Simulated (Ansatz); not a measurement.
# Mg: the crystal squeezed far

The task here is to estimate one member of a computed series from the others.

Computed with Ansatz 0.2.0 (DFT, PBE, PAW with Ansatz's default frozen-core files, scalar-relativistic, unless a step's input says otherwise).

## The starting structure

Symmetry: P6/mmm, No. 191, hexagonal system. Conventional cell: a = 3.083 Å, b = 3.083 Å, c = 2.898 Å, α = 90.00°, β = 90.00°, γ = 120.00°. Mg (site symmetry 6/mmm) is surrounded by 8 Mg at 2.90 to 3.08 Å.

As a file:

```cif
data_structure
_symmetry_space_group_name_H-M 'P 1'
_symmetry_Int_Tables_number 1
_cell_length_a 3.0829
_cell_length_b 3.0829
_cell_length_c 2.8980
_cell_angle_alpha 90.000
_cell_angle_beta 90.000
_cell_angle_gamma 120.000
_cell_volume 23.85
loop_
_atom_site_label
_atom_site_type_symbol
_atom_site_fract_x
_atom_site_fract_y
_atom_site_fract_z
_atom_site_occupancy
Mg1 Mg 0.00000 0.00000 0.00000 1
```

Whether this phase is the stable one at these pressures isn't tested.

The first run:

The input, input.yaml:

```yaml
crystal:
  lattice:
    - [3.0829336494, 0.0, 0.0]
    - [-1.5414668247, 2.6698988586, 0.0]
    - [0.0, 0.0, 2.8979576304]
  atoms:
    - { symbol: Mg, position: [0.0, 0.0, 0.0] }
kpoints:
  mp_grid: { grid: [14, 14, 13] }
scf:
  occupations: { method: fermi_dirac, width: 0.1 }
hamiltonian:
  xc: pbe
  pseudopotentials: { kind: paw }
output:
  forces: true
  stress: true
relax:
  f_tol: 0.005
  max_steps: 40
  cell: {}
```

The run is started by

```sh
ansatz run input.yaml --threads 1 --pin off --max-ram 2048MiB --backend cpu --events-out ev --progress --plain --runs-dir out
```

Steps of the session up to this table: Cell relaxed at zero pressure, PAW; Volume scaled by 1, PAW; Shape and atoms relaxed at 0.88 of the volume, PAW; Volume scaled by 0.88, PAW; Shape and atoms relaxed at 0.78 of the volume, PAW; Volume scaled by 0.78, PAW; Shape and atoms relaxed at 0.68 of the volume, PAW; Volume scaled by 0.68, PAW; Shape and atoms relaxed at 0.58 of the volume, PAW; Volume scaled by 0.58, PAW; Shape and atoms relaxed at 0.5 of the volume, PAW; Volume scaled by 0.5, PAW; Shape and atoms relaxed at 0.43 of the volume, PAW; Volume scaled by 0.43, PAW; Volume scaled by 0.43, PAW (partial_waves polarizable).

One table of the session follows, with a row left open; its other results are not shown here.

 The rows PAW, 0.43 and PAW (partial_waves polarizable), 0.43 agree to the last digit and may rest on the same set-up.

| method | volume over the first | volume (Å³/atom) | pressure (GPa) |
| --- | --- | --- | --- |
| PAW | 1 | 25.686 | 0.00 |
| PAW | 0.88 | 22.603 | 4.28 |
| PAW | 0.78 | 20.035 | 10.53 |
| PAW | 0.68 | 17.466 | 21.21 |
| PAW | 0.58 | 14.898 | 40.36 |
| PAW | 0.5 | ? | ? |
| PAW | 0.43 | 11.045 | 108.49 |
| PAW (partial_waves polarizable) | 0.43 | 11.045 | 108.49 |

Estimate the missing values for PAW, 0.5.

As computed: volume (Å³/atom): 12.843; pressure (GPa): 67.62. In the column «volume (Å³/atom)» it lies between PAW (partial_waves polarizable), 0.43 (11.045) and PAW, 0.58 (14.898).
